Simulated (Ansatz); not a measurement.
# SrCl2 (P1) in Ansatz: convergence with smearing width

Aim: find how far smearing width must go before the results for SrCl2 settle, at LDA. This setting moves, with any that are tied to it; all else stays.

Program: Ansatz 0.2.0. These are calculated values, not measurements. Logs are shortened: lines on timing, memory, paths and dates and some standing lists are left out, and cuts for length are marked.

### 1 The cell of the first run

The typed cell holds 3 atoms: a = 4.933 Å, b = 4.933 Å, c = 4.933 Å, α = 60.00°, β = 60.00°, γ = 60.00°.

The cell isn't the ideal one: atoms moved at random, drawn with an rms of 0.05 Å.

### 2 With smearing width 0.3 eV

Input file input.yaml:

```yaml
crystal:
  lattice:
    - [0.0, 3.48835, 3.48835]
    - [3.48835, 0.0, 3.48835]
    - [3.48835, 3.48835, 0.0]
  atoms:
    - { symbol: Sr, position: [-0.009724, -0.000224, -0.000708] }
    - { symbol: Cl, position: [0.749412, 0.755929, 0.748805] }
    - { symbol: Cl, position: [0.260375, 0.250314, 0.244468] }
hamiltonian:
  xc: lda
  pseudopotentials: { kind: paw }
kpoints:
  mp_grid: { grid: [5, 5, 5] }
scf:
  occupations: { method: cold, width: 0.3 }
output:
  forces: true
  stress: true
  eigenvalues: true
```

Potentials or basis: Ansatz PAW.

Command:

```console
> ansatz run input.yaml --threads 2 --pin off --max-ram 5632MiB --backend cpu --events-out ev --progress --plain --runs-dir out
```

Wall time 4.7 s (2 threads of Arm Neoverse V2, shared host); peak memory 0.37 GiB.

What came out:

* Free energy: -5540.0258 eV
* Pressure: -2.8 GPa
* Largest force: 0.184 eV/Å
* Band gap on the k mesh: 4.94 eV, indirect (least direct gap 5.22 eV)

### 3 With smearing width 0.2 eV

Edit input.yaml of step 2 so:

```diff
@@ -15,3 +15,3 @@
 scf:
-  occupations: { method: cold, width: 0.3 }
+  occupations: { method: cold, width: 0.2 }
 output:
```

Potentials or basis: Ansatz PAW.

Command:

```console
> ansatz run input.yaml --threads 2 --pin off --max-ram 5632MiB --backend cpu --events-out ev --progress --plain --runs-dir out
```

Wall time 4.7 s (2 threads of Arm Neoverse V2, shared host); peak memory 0.37 GiB.

Results:

| Property | Result |
| --- | --- |
| Free energy | -5540.0258 eV |
| Pressure | -2.8 GPa |
| Largest force | 0.184 eV/Å |
| Band gap on the k mesh | 4.94 eV, indirect (least direct gap 5.22 eV) |

### 4 With smearing width 0.15 eV

Edit input.yaml of step 3 so:

```diff
@@ -15,3 +15,3 @@
 scf:
-  occupations: { method: cold, width: 0.2 }
+  occupations: { method: cold, width: 0.15 }
 output:
```

Command:

```console
> ansatz run input.yaml --threads 2 --pin off --max-ram 5632MiB --backend cpu --events-out ev --progress --plain --runs-dir out
```

Wall time 4.7 s (2 threads of Arm Neoverse V2, shared host); peak memory 0.37 GiB.

What came out:

- Free energy: -5540.0258 eV
- Pressure: -2.8 GPa
- Largest force: 0.184 eV/Å
- Band gap on the k mesh: 4.94 eV, indirect (least direct gap 5.22 eV)

### 5 With smearing width 0.1 eV

Edit input.yaml of step 4 so:

```diff
@@ -15,3 +15,3 @@
 scf:
-  occupations: { method: cold, width: 0.15 }
+  occupations: { method: cold, width: 0.1 }
 output:
```

Command:

```console
> ansatz run input.yaml --threads 2 --pin off --max-ram 5632MiB --backend cpu --events-out ev --progress --plain --runs-dir out
```

Run time: 4.7 s. Hardware: 2 threads of Arm Neoverse V2, shared host; peak memory 0.37 GiB.

What came out:

| Property | Result |
| --- | --- |
| Free energy | -5540.0258 eV |
| Pressure | -2.8 GPa |
| Largest force | 0.184 eV/Å |
| Band gap on the k mesh | 4.94 eV, indirect (least direct gap 5.22 eV) |

### 6 With smearing width 0.05 eV

Edit input.yaml of step 5 so:

```diff
@@ -15,3 +15,3 @@
 scf:
-  occupations: { method: cold, width: 0.1 }
+  occupations: { method: cold, width: 0.05 }
 output:
```

Potentials or basis: Ansatz PAW.

Command:

```console
> ansatz run input.yaml --threads 2 --pin off --max-ram 5632MiB --backend cpu --events-out ev --progress --plain --runs-dir out
```

Wall time 4.8 s (2 threads of Arm Neoverse V2, shared host); peak memory 0.37 GiB.

Results (log left out):

| Property | Result |
| --- | --- |
| Free energy | -5540.0258 eV |
| Pressure | -2.8 GPa |
| Largest force | 0.184 eV/Å |
| Band gap on the k mesh | 4.94 eV, indirect (least direct gap 5.22 eV) |

### 7 With smearing width 0.025 eV

Edit input.yaml of step 6 so:

```diff
@@ -15,3 +15,3 @@
 scf:
-  occupations: { method: cold, width: 0.05 }
+  occupations: { method: cold, width: 0.025 }
 output:
```

Command:

```console
> ansatz run input.yaml --threads 2 --pin off --max-ram 5632MiB --backend cpu --events-out ev --progress --plain --runs-dir out
```

Run time: 4.7 s. Hardware: 2 threads of Arm Neoverse V2, shared host; peak memory 0.37 GiB.

Results (log left out):

| Item | Value |
| --- | --- |
| Free energy | -5540.0258 eV |
| Pressure | -2.8 GPa |
| Largest force | 0.184 eV/Å |
| Band gap on the k mesh | 4.94 eV, indirect (least direct gap 5.22 eV) |

### 8 With smearing width 0.01 eV

Edit input.yaml of step 7 so:

```diff
@@ -15,3 +15,3 @@
 scf:
-  occupations: { method: cold, width: 0.025 }
+  occupations: { method: cold, width: 0.01 }
 output:
```

Command:

```console
> ansatz run input.yaml --threads 2 --pin off --max-ram 5632MiB --backend cpu --events-out ev --progress --plain --runs-dir out
```

Wall time 4.9 s (2 threads of Arm Neoverse V2, shared host); peak memory 0.37 GiB.

The run converged. Its results:

```yaml
Free_energy: -5540.0258 eV
Pressure: -2.8 GPa
Largest_force: 0.184 eV/Å
Band_gap_on_the_k_mesh: 4.94 eV, indirect (least direct gap 5.22 eV)
```

### 9 With smearing width 0.005 eV

Edit input.yaml of step 8 so:

```diff
@@ -15,3 +15,3 @@
 scf:
-  occupations: { method: cold, width: 0.01 }
+  occupations: { method: cold, width: 0.005 }
 output:
```

Potentials or basis: Ansatz PAW.

Command:

```console
> ansatz run input.yaml --threads 2 --pin off --max-ram 5632MiB --backend cpu --events-out ev --progress --plain --runs-dir out
```

Output:

```text
Warning: RAYON_NUM_THREADS=2 ignored (pool sized by the plan → 2); use --threads N
Engine: ansatz 0.2.0, aarch64-unknown-linux-gnu
Pseudopotentials: kind: paw
Pseudopotential: Sr, paw, valence charge 10, recommended cutoff 420 eV (normal), Sr.paw.azcp
Pseudopotential: Cl, paw, valence charge 7, recommended cutoff 420 eV (normal), Cl.paw.azcp
Functional definition: SPW92
  exchange = slater_x
  correlation = pw_c
Crystal: 3 atoms, lattice volume = 84.897 Å³
Basis set: ecut = 420 eV, 1639 PW (Γ)
Bands: 16, of which v1, the nominal top of the filled ones, is band 12 counted from 1 (11 counted from 0)
Symmetry: 1 space group operations
Space group: P1 (ITA 1), of the structure as read, at distance tolerance 4.4e-5 Å
k-points: 63 of 125 (time reversal used)
Non-local potential: Sr, projectors of the file, l = 0: 3, l = 1: 2, l = 2: 2
Non-local potential: Cl, projectors of the file, l = 0: 2, l = 1: 2, l = 2: 2
PAW form: soft (Blöchl's): semilocal exchange-correlation on the pseudo side does not see the compensation charge
PAW frozen core: Sr, regenerated for the run's functional, and the local potential with it (the file was generated under x = pbe(κ = 0.804, μ = 0.2195149727645171), c = pbe(β = 0.06672455060314922))
PAW frozen core: Cl, regenerated for the run's functional, and the local potential with it (the file was generated under x = pbe(κ = 0.804, μ = 0.2195149727645171), c = pbe(β = 0.06672455060314922))
PAW one-centre angular grid: Sr, 110 points (default); XC on 64 Gauss nodes
PAW one-centre angular grid: Cl, 110 points (default); XC on 64 Gauss nodes
Initial density: superposition of atomic densities (neutral atoms: chi_scale 0, normalization atom), corrected by the library's trained network
Initial wavefunctions: pseudopotential atomic-orbital guess
Functional: x = slater, c = lda
SCF iter   1: F=—  HF=-5540.035720 eV  |F-HF|=—  |Δ(HF+E_count)|=         —  Δρ=6.32e-3  dr2=3.59e-2  ethr=1.77e-3  ⟨swp⟩=10.1  Hψ=7477  notcnv=0
preconditioner: auto → none  [insulator: Δε(μ)=4.836 eV  Ē_g=13.737 eV  σ=0.005 eV  W_gap=1.00  n_scr=14 (ndim 8)  ℏωp=18.9 eV  f_vac=0.090  D(μ)=0.00/eV (n_scr^D=0)  ε∞_Penn≈2.9]
SCF iter   2: F=—  HF=-5540.026577 eV  |F-HF|=—  |Δ(HF+E_count)|=   9.14e-3  S|Δr|=    0.00e0  Δρ=2.81e-3  dr2=3.04e-3  ethr=1.50e-4  ⟨swp⟩=3.0  Hψ=2320  notcnv=0
SCF iter   3: F=—  HF=-5540.025913 eV  |F-HF|=—  |Δ(HF+E_count)|=   6.64e-4  S|Δr|=    0.00e0  Δρ=1.15e-3  dr2=5.82e-4  ethr=1.27e-5  ⟨swp⟩=2.3  Hψ=1667  notcnv=0
SCF iter   4: F=—  HF=-5540.025777 eV  |F-HF|=—  |Δ(HF+E_count)|=   1.36e-4  S|Δr|=    0.00e0  Δρ=4.03e-5  dr2=4.70e-7  ethr=2.42e-6  ⟨swp⟩=2.8  Hψ=1647  notcnv=0
SCF iter   5: F=—  HF=-5540.025776 eV  |F-HF|=—  |Δ(HF+E_count)|=   1.36e-6  S|Δr|=    0.00e0  Δρ=9.47e-6  dr2=3.44e-8  ethr=4.17e-10  ⟨swp⟩=6.8  Hψ=5581  notcnv=0
SCF iter   6: F=-5540.025776 eV  HF=-5540.025776 eV  |F-HF|=2.20e-9  |Δ(HF+E_count)|=   4.58e-9  S|Δr|=    0.00e0  Δρ=2.49e-6  dr2=3.23e-9  ethr=1.43e-10  ⟨swp⟩=3.0  Hψ=4107  notcnv=0
SCF 1 converged in 6 iterations: F = -5540.025776 eV  dr2 = 3.23e-9
SCF converged after 6 iterations
Stability not checked: this state was not tested for a lower state beside it, because cold or Methfessel-Paxton smearing, or corrected tetrahedra, fill the levels in a way that the test cannot read (fill_not_monotonic; see scf.lower_state_search)
Free energy (F): -5540.025776 eV
Harris-Foulkes:  -5540.025776 eV  (|F-HF|=2.20e-9)
Internal energy: -5540.025776 eV  (E = F + TS)
E sigma→0 (E₀):  -5540.025776 eV
Fermi energy:    5.264189 eV
Step filling:    the computed levels leave a gap of 4.9425 eV = 988.5 smearing widths at the electron count; against every level under it full and every level over it empty, smearing changes F+E_penalty+E_count by +0.00e0 meV and its σ→0 estimate by +0.00e0 meV
--- Per-component energies (eV) ---
  E_band       = -152.610558
  E_kinetic    = 567.089879
  E_local      = -1187.660766  (includes V_loc(G=0)·N_el)
  E_nonlocal   = 266.283445
  E_hartree    = 323.352906
  E_xc         = -383.730139
  E_vxc        = -405.149637  (∫ρ·V_xc dr)
  E_paw        = -3847.624984  (= ΣΔE_a)
  E_vpaw       = -39.879999  (= ΣTr[D̂ρ^β])
  E_aug_tail   = 0.000197  (compensation charges beyond the density's cutoff)
  E_ewald      = -1278.411434
  E_core_change = 0.675119  (= ΣΔE_core)
  E_smearing   = -0.000000  (= −TS)
  E_closure    = 0.000000  (closes the sum)
  Σ components = -5540.025776   (vs F -5540.025776, Δ=0.00e0)
--- Forces (eV/Å), atoms counted from 1 ---
  atom   1  Sr    -0.00533770     0.10662520     0.15029003
  atom   2  Cl    -0.07377349    -0.01065579    -0.04016380
  atom   3  Cl     0.07911467    -0.09597642    -0.11013349
  max |Σ_I F_I| component: 7.25e-6 eV/Å
--- Stress (GPa, compression-positive) ---
       -2.752899      -0.066612      -0.080447
       -0.066612      -2.766808       0.182930
       -0.080447       0.182930      -2.778276
  P = ⅓ Tr σ = -2.7660 GPa (-27.660 kbar)
--- Band table (eV; the first three rows and the last of 63) ---
  k-point 0: bands = ["-29.8709", "-11.9047", "-11.9002", "-11.8987", "-10.4013", "-9.5276", "0.6559", "0.6768", "0.6829", "2.5017", "2.5082", "2.5088", "7.7319", "8.6889", "8.7030", "11.4293"]
  k-point 1: bands = ["-29.8698", "-12.0274", "-11.9086", "-11.9047", "-10.1914", "-9.6011", "0.7982", "0.8159", "0.9434", "2.0609", "2.2913", "2.2974", "8.5707", "8.9621", "8.9945", "10.4201"]
  k-point 2: bands = ["-29.8679", "-12.1799", "-11.9186", "-11.9129", "-10.0019", "-9.6072", "1.1137", "1.1370", "1.3041", "1.5141", "1.8685", "1.9150", "9.2595", "9.3215", "9.6455", "10.7978"]
  k-point 62: bands = ["-29.8670", "-12.1811", "-12.0124", "-11.9186", "-9.8437", "-9.6420", "0.6147", "0.9815", "1.2853", "1.7826", "1.9706", "2.3977", "8.8374", "9.5611", "9.9581", "10.4418"]
```

Run time: 4.9 s. Hardware: 2 threads of Arm Neoverse V2, shared host; peak memory 0.37 GiB.

What came out:

* Free energy: -5540.0258 eV
* Pressure: -2.8 GPa
* Largest force: 0.184 eV/Å
* Band gap on the k mesh: 4.94 eV, indirect (least direct gap 5.22 eV)

### 10 Summary

```tsv
smearing width	energy less the tightest run, at zero smearing (meV/atom)	SCF cycles	CPU time (s)	peak memory (GiB)
0.3 eV	0.00	6	9.2	0.37
0.2 eV	0.00	6	9.2	0.37
0.15 eV	0.00	6	9.2	0.37
0.1 eV	0.00	6	9.2	0.37
0.05 eV	0.00	6	9.4	0.37
0.025 eV	0.00	6	9.3	0.37
0.01 eV	0.00	6	9.7	0.37
0.005 eV	0.00	6	9.6	0.37
```

Against the tightest run, the energy stays within 1 meV/atom from 0.3 eV on. The tightest run that finished is the yardstick and may itself not be fully converged.

Caveats: odd divisions of the mesh miss points on the zone boundary, where band edges often lie, so the gap on the mesh can be too wide; the PAW data sets come from PBE, with cores solved anew for the run's functional, which leaves a small shift of forces and pressure.
